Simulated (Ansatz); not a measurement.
# SrTe: band gap against volume per atom

Band levels at named k points (names of the unstrained cell) at fixed atoms, from the valence top (v1 top filled band, c1 lowest empty), gap the least over mesh, points and any path between them, spin-unpolarised plane waves, DDH-PBE0 mixes 1/eps_inf of exact exchange. The results are calculated, by Ansatz 0.2.0.

Cell of the first row (space group Fm-3m, No. 225):
```
SrTe
1.0
      0.0000     3.2857     3.2857
      3.2857     0.0000     3.2857
      3.2857     3.2857     0.0000
Sr Te
1 1
Direct
  0.00000 0.00000 0.00000
  0.50000 0.50000 0.50000
```

Settings of every row: periodic directions 3; functional PBE; spin orbit no; potentials PAW; wave cutoff 420 eV; k mesh 6x6x6; smearing width 0.02 eV.

Point:
| name | a (fraction of the reciprocal vector) | b (fraction of the reciprocal vector) | c (fraction of the reciprocal vector) |
| --- | --- | --- | --- |
| Gamma | 0 | 0 | 0 |
| X | 0.5 | 0 | 0.5 |
| U | 0.625 | 0.25 | 0.625 |
| K | 0.375 | 0.375 | 0.75 |
| L | 0.5 | 0.5 | 0.5 |
| W | 0.5 | 0.25 | 0.75 |
| extra_c | 0 | 0.5 | 0.5 |

Limits: semilocal functionals tend to give too small a gap; no spin-orbit coupling, which shifts gaps with heavier elements (SrTe); the cell comes from a prototype or a list of computed structures and needn't be the stable phase.

| row | volume per atom (Å³) | band gap (eV) | least direct gap (eV) |
| --- | --- | --- | --- |
| 1 | 35.472 | 1.61 | 2.374 |
| 2 | 37.126 | 1.732 | 2.464 |
| 3 | 37.688 | ? | ? |
| 4 | 38.83 | 1.839 | 2.54 |
| 5 | 39.995 | 1.904 | 2.523 |
| 6 | 44.621 | 2.1 | 2.107 |

Question: what band gap should row 3 give?

Worked fit of band gap. Take t = volume per atom − 39, in Å³. The shown rows have t = -3.528, -1.874, -0.17, 0.995, 5.621. Least squares give band gap = 1.8491 + 0.05868 × t − 0.002504 × t² eV; a straight line predicts inner rows, each left out in turn, worse (root mean square 0.025 against 0.0018 eV). The rows lie off it by -0.001, 0.002, 0.000, -0.001, 0.000. The withheld row has t = -1.312, so the fit gives 1.8491 + 0.05868 × (-1.312) − 0.002504 × (-1.312)² = 1.768 eV.

The calculation gave 1.769 eV. The fit lies 0.001 eV (0.2 % of the column's range) below it, one unit of the last digit.

The other values of row 3: least direct gap 2.491 eV.
